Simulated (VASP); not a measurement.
# SnSe (Fm-3m) in VASP: further runs

The runs below take SnSe through single point, with PBEsol.

All numbers are computed with VASP 6.6.1; they aren't measurements. Logs are shortened: lines on timing, memory, paths and dates and some standing lists are left out, and cuts for length are marked.

## Step 1: The structure

It takes space group Fm-3m (No. 225, cubic). Conventional cell: a = 5.952 Å, b = 5.952 Å, c = 5.952 Å, α = 90.00°, β = 90.00°, γ = 90.00°. Around Sn (site symmetry m-3m) lie 6 Se at 2.98 Å. Around Se (site symmetry m-3m) lie 6 Sn at 2.98 Å.

Measurements of this composition are mostly on another form, of space group No. 62.

## Step 2: Single point, PBEsol

INCAR reads:

```
ALGO = Normal
EDIFF = 1E-6
ENCUT = 700
GGA = PS
ISIF = 2
ISMEAR = 0
LASPH = True
LCHARG = True
LELF = True
LREAL = False
LVHAR = True
LWAVE = False
NBANDS = 17
NELM = 60
PREC = Accurate
SIGMA = 0.02
```

KPOINTS reads:

```
k-points
0
Gamma
  10 10 10
```

POSCAR reads:

```
SnSe
1.0
    0.0000000000      2.9758100000      2.9758100000
    2.9758100000      0.0000000000      2.9758100000
    2.9758100000      2.9758100000      0.0000000000
Sn Se
1 1
Direct
    0.0000000000      0.0000000000      0.0000000000
    0.5000000000      0.5000000000      0.5000000000
```

Potentials or basis: VASP PAW PBE potentials, release 64 (Sn_d, Se).

Started as:

```bash
$ cat potpaw_PBE.64/Sn_d/POTCAR potpaw_PBE.64/Se/POTCAR > POTCAR
$ mpirun -np 1 vasp_std > vasp.out
```

OUTCAR:

```text
EDIFF = 1E-6
   ENCUT = 700
   GGA = PS
   ISIF = 2
   ISMEAR = 0
   LASPH = True
   LREAL = False
   NELM = 60
   PREC = Accurate

 ion  position               nearest neighbor table
   1  0.000  0.000  0.000-   2 2.98   2 2.98   2 2.98   2 2.98   2 2.98   2 2.98
   2  0.500  0.500  0.500-   1 2.98   1 2.98   1 2.98   1 2.98   1 2.98   1 2.98

  LATTYP: Found a face centered cubic cell.
 ALAT       =     5.9516200000

  Lattice vectors:

 A1 = (   0.0000000000,   2.9758100000,   2.9758100000)
 A2 = (   2.9758100000,   0.0000000000,   2.9758100000)
 A3 = (   2.9758100000,   2.9758100000,   0.0000000000)

Analysis of symmetry for initial positions (statically):
=====================================================================
 Subroutine PRICEL returns:
 Original cell was already a primitive cell.

 Routine SETGRP: Setting up the symmetry group for a
 face centered cubic supercell.

 Subroutine GETGRP returns: Found 48 space group operations
 (whereof 48 operations were pure point group operations)
 out of a pool of 48 trial point group operations.

The static configuration has the point symmetry O_h .

Analysis of symmetry for dynamics (positions and initial velocities):
=====================================================================
 Subroutine PRICEL returns:
 Original cell was already a primitive cell.

 Routine SETGRP: Setting up the symmetry group for a
 face centered cubic supercell.

 Subroutine GETGRP returns: Found 48 space group operations
 (whereof 48 operations were pure point group operations)
 out of a pool of 48 trial point group operations.

The dynamic configuration has the point symmetry O_h .

 Subroutine INISYM returns: Found 48 space group operations
 (whereof 48 operations are pure point group operations),
 and found     1 'primitive' translations

----------------------------------------------------------------------------------------

                                     Primitive cell

  volume of cell :      52.7042

  direct lattice vectors                    reciprocal lattice vectors
     0.000000000  2.975810000  2.975810000    -0.168021480  0.168021480  0.168021480
     2.975810000  0.000000000  2.975810000     0.168021480 -0.168021480  0.168021480
     2.975810000  2.975810000  0.000000000     0.168021480  0.168021480 -0.168021480

  length of vectors
     4.208430861  4.208430861  4.208430861     0.291021740  0.291021740  0.291021740

  position of ions in fractional coordinates (direct lattice)
     0.000000000  0.000000000  0.000000000
[... 79 lines left out ...]
   LREAL  =      F    real-space projection
   EDIFFG = 0.1E-04   stopping-criterion for IOM
   NSW    =      0    number of steps for IOM
   IBRION =     -1    ionic relax: 0-MD 1-quasi-New 2-CG
   NFREE  =      0    steps in history (QN), initial steepest desc. (CG)
   ISIF   =      2    stress and relaxation
   ISYM   =      2    0-nonsym 1-usesym 2-fastsym
   POTIM  = 0.5000    time-step for ionic-motion
   TEBEG  =    0.0;   TEEND  =   0.0 temperature during run
   PSTRESS=    0.0 pullay stress
   NELECT =      20.0000    total number of electrons
   NUPDOWN=      -1.0000    fix difference up-down
   EMIN   =  10.00;   EMAX   =-10.00  energy-range for DOS
   EFERMI =   0.00;   METHOD = LEGACY
   ISMEAR =     0;   SIGMA  =   0.02  broadening in eV -4-tet -1-fermi 0-gaus
   EFERMI_NEDOS =   21; number of points for ismear=-14 and -15
   IALGO  =     38    algorithm
   IMIX   =      4    mixing-type and parameters
     AMIX     =   0.40;   BMIX     =  1.00
     AMIX_MAG =   1.60;   BMIX_MAG =  1.00
  volume/ion in A,a.u.               =      26.35       177.83
  Fermi-wavevector in a.u.,A,eV,Ry     =   1.185231  2.239762 19.113087  1.404772
  Thomas-Fermi vector in A             =   2.321429
   LORBIT       =      0    0 simple, 1 ext, 2 COOP (PROOUT), +10 PAW based schemes
   GGA     = PS    functional components
   LHFCALC =     F    Hartree Fock is set to
   AEXX    =    0.0000 exact exchange contribution
   IVDW    =     0    specifies the selected vdW correction
   LEPSILON=     F    determine dielectric tensor
   LRPA    =     F    only Hartree local field effects (RPA)
 non-spin polarized calculation
 Gauss-broadening in eV      SIGMA  =   0.02
  energy-cutoff  :      700.00
  volume of cell :       52.70
 maximum number of plane-waves:      2252
   NGX = 19   NGY = 19   NGZ = 19

 number of electron      19.9999998 magnetization

 Free energy of the ion-electron system (eV)
  ---------------------------------------------------
  ext. energy  EPLUGINS =         0.00000000
  ---------------------------------------------------
  free energy    TOTEN  =        -8.97821982 eV

  energy without entropy =       -8.97821982  energy(sigma->0) =       -8.97821982

 E-fermi :   5.9215     XC(G=0):  -9.9299

 val. band max:        5.7928630362   @ k =  -0.2000   0.2000   0.0000
 cond. band min:       6.2700223413   @ k =  -0.4000   0.1000   0.0000
 fundamental gap:      0.4771593051
 Fermi energy:         5.9214836014

 k-point     1 :       0.0000    0.0000    0.0000
  band No.  band energies     occupation
      1     -15.6500      2.00000
      2     -15.6500      2.00000
      3     -15.6492      2.00000
      4     -15.6492      2.00000
      5     -15.6492      2.00000
      6      -8.2842      2.00000
[... 457 lines left out ...]
      4     -15.6335      2.00000
      5     -15.6325      2.00000
      6      -7.2665      2.00000
[... 9 lines left out ...]
     16      16.5796      0.00000
     17      17.2670      0.00000

 [... further k-points ...]

------------------------ aborting loop because EDIFF is reached ----------------------------------------

  FORCE on cell =-STRESS in cart. coord.  units (eV):
  Direction    XX          YY          ZZ          XY          YZ          ZX
  --------------------------------------------------------------------------------------
  -------------------------------------------------------------------------------------
  Total       -0.0028750     -0.0028750     -0.0028750      0.0000000     -0.0000000      0.0000000
  in kB       -0.0873991     -0.0873991     -0.0873991      0.0000000     -0.0000000      0.0000000
  external PRESSURE =      -0.0873991 kB  Pullay stress =       0.0000000 kB

 VOLUME and BASIS-vectors are now :
 -----------------------------------------------------------------------------
  energy-cutoff  :      700.00
  volume of cell :       52.70
      direct lattice vectors                 reciprocal lattice vectors
     0.000000000  2.975810000  2.975810000    -0.168021480  0.168021480  0.168021480
     2.975810000  0.000000000  2.975810000     0.168021480 -0.168021480  0.168021480
     2.975810000  2.975810000  0.000000000     0.168021480  0.168021480 -0.168021480

 POSITION                                       TOTAL-FORCE (eV/Angst)
 -----------------------------------------------------------------------------------
      0.00000      0.00000      0.00000         0.000000      0.000000      0.000000
      2.97581      2.97581      2.97581         0.000000      0.000000      0.000000
 -----------------------------------------------------------------------------------
    total drift:                               -0.000000      0.000000      0.000000

  FREE ENERGIE OF THE ION-ELECTRON SYSTEM (eV)
  ---------------------------------------------------
  free  energy   TOTEN  =        -8.9782198227 eV

  energy  without entropy=       -8.9782198227  energy(sigma->0) =       -8.97821982
```

stdout:

```text
POSCAR found type information on POSCAR SnSe
 POSCAR found :  2 types and       2 ions
 scaLAPACK will be used
 -----------------------------------------------------------------------------
|                                                                             |
|                                                                             |
|     You enforced a specific xc type in the INCAR file but a different       |
|     I HOPE YOU KNOW WHAT YOU ARE DOING!                                     |
|                                                                             |
 -----------------------------------------------------------------------------

 LDA part: xc-table for (Slater+PW92), standard interpolation
 POSCAR, INCAR and KPOINTS ok, starting setup
 FFT: planning ... GRIDC
 FFT: planning ... GRID_SOFT
 FFT: planning ... GRID
 WAVECAR not read
 entering main loop
```

Wall time 34 s (1 thread of AMD EPYC 9R45 (Zen 5), shared host); peak memory 0.2 GiB.

What came out:

```yaml
Free_energy: -8.9782 eV
Pressure: 0.0 GPa
Band_gap_on_the_k_mesh: 0.48 eV, indirect (least direct gap 0.58 eV)
```

Caveat: the PAW data sets were made with another functional, which shifts forces and pressure a little; spin-orbit coupling is left out, which moves the levels of the heavy elements.

## Step 3: Single point, PBEsol

INCAR: that of step 2 with these lines changed.

```diff
@@ -2,3 +2,3 @@
 EDIFF = 1E-6
-ENCUT = 700
+ENCUT = 520
 GGA = PS
```

KPOINTS reads:

```
k-points
0
Gamma
  16 16 16
```

POSCAR is that of step 2.

Potentials or basis: VASP PAW PBE potentials, release 64 (Sn_d, Se).

Started as:

```bash
$ cat potpaw_PBE.64/Sn_d/POTCAR potpaw_PBE.64/Se/POTCAR > POTCAR
$ mpirun -np 1 vasp_std > vasp.out
```

OUTCAR:

```text
EDIFF = 1E-6
   ENCUT = 520
   GGA = PS
   ISIF = 2
   ISMEAR = 0
   LASPH = True
   LREAL = False
   NELM = 60
   PREC = Accurate

 ion  position               nearest neighbor table
   1  0.000  0.000  0.000-   2 2.98   2 2.98   2 2.98   2 2.98   2 2.98   2 2.98
   2  0.500  0.500  0.500-   1 2.98   1 2.98   1 2.98   1 2.98   1 2.98   1 2.98

  LATTYP: Found a face centered cubic cell.
 ALAT       =     5.9516200000

  Lattice vectors:

 A1 = (   0.0000000000,   2.9758100000,   2.9758100000)
[... 667 lines left out ...]
------------------------ aborting loop because EDIFF is reached ----------------------------------------

  FORCE on cell =-STRESS in cart. coord.  units (eV):
  Direction    XX          YY          ZZ          XY          YZ          ZX
  --------------------------------------------------------------------------------------
  -------------------------------------------------------------------------------------
  Total       -0.0021863     -0.0021863     -0.0021863      0.0000000      0.0000000      0.0000000
  in kB       -0.0664611     -0.0664611     -0.0664611      0.0000000      0.0000000      0.0000000
  external PRESSURE =      -0.0664611 kB  Pullay stress =       0.0000000 kB

 VOLUME and BASIS-vectors are now :
 -----------------------------------------------------------------------------
  energy-cutoff  :      520.00
  volume of cell :       52.70
      direct lattice vectors                 reciprocal lattice vectors
     0.000000000  2.975810000  2.975810000    -0.168021480  0.168021480  0.168021480
     2.975810000  0.000000000  2.975810000     0.168021480 -0.168021480  0.168021480
     2.975810000  2.975810000  0.000000000     0.168021480  0.168021480 -0.168021480

 POSITION                                       TOTAL-FORCE (eV/Angst)
 -----------------------------------------------------------------------------------
      0.00000      0.00000      0.00000         0.000000     -0.000000      0.000000
      2.97581      2.97581      2.97581        -0.000000      0.000000     -0.000000
 -----------------------------------------------------------------------------------
    total drift:                                0.000000     -0.000000     -0.000000

  FREE ENERGIE OF THE ION-ELECTRON SYSTEM (eV)
  ---------------------------------------------------
  free  energy   TOTEN  =        -8.9740205163 eV

  energy  without entropy=       -8.9739999190  energy(sigma->0) =       -8.97401022
```

OSZICAR:

```text
N       E                     dE             d eps       ncg     rms          rms(c)
DAV:   1     0.131768691166E+03    0.13177E+03   -0.98202E+03  5052   0.145E+03
DAV:   2     0.333837447964E+01   -0.12843E+03   -0.12420E+03  5397   0.349E+02
DAV:   3    -0.880868963236E+01   -0.12147E+02   -0.12034E+02  5925   0.930E+01
DAV:   4    -0.912372269915E+01   -0.31503E+00   -0.31476E+00  6000   0.158E+01
DAV:   5    -0.913247932423E+01   -0.87566E-02   -0.87562E-02  6925   0.258E+00    0.317E+00
DAV:   6    -0.897859748363E+01    0.15388E+00   -0.35933E-01  7339   0.399E+00    0.190E+00
DAV:   7    -0.897412196522E+01    0.44755E-02   -0.66119E-02  6042   0.127E+00    0.876E-01
DAV:   8    -0.897415581804E+01   -0.33853E-04   -0.66891E-03  6298   0.713E-01    0.866E-02
DAV:   9    -0.897400159631E+01    0.15422E-03   -0.11430E-03  7172   0.269E-01    0.416E-02
DAV:  10    -0.897401900682E+01   -0.17411E-04   -0.10553E-04  5968   0.678E-02    0.794E-03
DAV:  11    -0.897402048646E+01   -0.14796E-05   -0.74090E-06  6623   0.209E-02    0.242E-03
DAV:  12    -0.897402051630E+01   -0.29841E-07   -0.27158E-07  3428   0.715E-03
   1 F= -.89740205E+01 E0= -.89740102E+01  d E =-.205973E-04
```

stdout:

```text
POSCAR found type information on POSCAR SnSe
 POSCAR found :  2 types and       2 ions
 scaLAPACK will be used
 -----------------------------------------------------------------------------
|                                                                             |
|                                                                             |
|     You enforced a specific xc type in the INCAR file but a different       |
|     I HOPE YOU KNOW WHAT YOU ARE DOING!                                     |
|                                                                             |
 -----------------------------------------------------------------------------

 LDA part: xc-table for (Slater+PW92), standard interpolation
 POSCAR, INCAR and KPOINTS ok, starting setup
 FFT: planning ... GRIDC
 FFT: planning ... GRID_SOFT
 FFT: planning ... GRID
 WAVECAR not read
 entering main loop
```

It took 56 s on 1 thread of AMD EPYC 9R45 (Zen 5), shared host; peak memory 0.24 GiB.

What came out:

```yaml
Free_energy: -8.9740 eV
Pressure: 0.0 GPa
Band_gap_on_the_k_mesh: 0.05 eV, direct
```

Caveat: the PAW data sets were made with another functional, which shifts forces and pressure a little; spin-orbit coupling is left out, which moves the levels of the heavy elements.

## Step 4: Single point, PBEsol

INCAR: that of step 3 with these lines changed.

```diff
@@ -15,2 +15,2 @@
 PREC = Accurate
-SIGMA = 0.02
+SIGMA = 0.5
```

KPOINTS reads:

```
k-points
0
Gamma
  10 10 10
```

POSCAR is that of step 3.

Started as:

```bash
$ cat potpaw_PBE.64/Sn_d/POTCAR potpaw_PBE.64/Se/POTCAR > POTCAR
$ mpirun -np 1 vasp_std > vasp.out
```

It took 21 s on 1 thread of AMD EPYC 9R45 (Zen 5), shared host; peak memory 0.16 GiB.

Results (log left out):

```yaml
Free_energy: -8.9879 eV
Pressure: -0.1 GPa
Band_gap_on_the_k_mesh: 0.48 eV, indirect (least direct gap 0.58 eV)
```

Levels at points of the mesh, in eV from the valence-band top:
| k point | band 8 | band 9 | band 10 | band 11 | band 12 | band 13 |
| --- | --- | --- | --- | --- | --- | --- |
| (0.00, 0.00, 0.00) | -2.24 | -2.24 | -2.24 | 4.45 | 4.45 | 4.45 |
| (0.50, 0.00, 0.00) | -1.99 | -1.99 | -0.07 | 0.73 | 1.23 | 1.23 |
| (0.50, 0.50, 0.00) | -5.71 | -3.77 | -3.77 | 2.84 | 5.55 | 5.55 |

Caveat: the PAW data sets were made with another functional, which shifts forces and pressure a little; spin-orbit coupling is left out, which moves the levels of the heavy elements. A k mesh can miss the band edges.

## Step 5: Summary

```tsv
k mesh	cutoff (eV)	smearing	gap on the mesh (eV)	pressure (GPa)
10 × 10 × 10	700	gaussian 0.02 eV	0.48	0.0
16 × 16 × 16	520	gaussian 0.02 eV	0.05	0.0
10 × 10 × 10	520	gaussian 0.5 eV	0.48	-0.1
```

Alike in all rows: task single point; level PBEsol; potentials or basis VASP PAW PBE potentials, release 64 (Sn_d, Se); no spin polarisation; cell as given.

On the cell as given the gap runs from 0.05 eV (PBEsol) to 0.48 eV (PBEsol); the meshes differ, which moves gaps too.

Caveats: the PAW data sets were made with another functional, which shifts forces and pressure a little; spin-orbit coupling is left out, which moves the levels of the heavy elements.

Total energies depend on the potentials used, so only differences within one code and one set of settings carry meaning.
